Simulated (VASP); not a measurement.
Crystal: GaSb.

```
CELL_PARAMETERS angstrom
0.00000 3.05900 3.05900
3.05900 0.00000 3.05900
3.05900 3.05900 0.00000
ATOMIC_POSITIONS crystal
Sb 0.75000 0.75000 0.75000
Ga 0.00000 0.00000 0.00000
```

| Item | Value |
| --- | --- |
| Program | VASP 6.6.1 |
| Task | relaxation of cell and atoms |
| Functional | PW91 |
| Potentials or basis | VASP PAW PBE potentials, release 64 (Sb, Ga_d) |
| Cutoff | 600 eV |
| k mesh | 8 × 8 × 8 |
| Occupations | fermi-dirac, width 0.05 eV |
| Spin | no spin polarisation |

At the start: pressure 2.3 GPa; volume 28.62 Å³/atom.

Question: How do energy, volume and symmetry change on relaxing?

Answer: Over 3 steps the energy falls by 9.7 meV/atom and the volume is 30.00 Å³/atom (+4.8 %); space group F-43m (No. 216, to 0.05 Å).

Step by step:
| step | energy change (eV) | largest force (eV/Å) | pressure (GPa) | volume (Å³) |
| --- | --- | --- | --- | --- |
| 1 | 0.0000 | 0.0000 | 2.34 | 57.25 |
| 2 | -0.0179 | 0.0000 | -0.56 | 60.79 |
| 3 | -0.0194 | 0.0000 | -0.02 | 60.00 |

Final structure:
```
Sb Ga
1.0
     0.00000    3.10728    3.10728
     3.10728    0.00000    3.10728
     3.10728    3.10728    0.00000
Sb Ga
1 1
Direct
  0.75000 0.75000 0.75000
  0.00000 0.00000 0.00000
```

Caveat: the PAW data sets were made with another functional, which shifts forces and pressure a little.
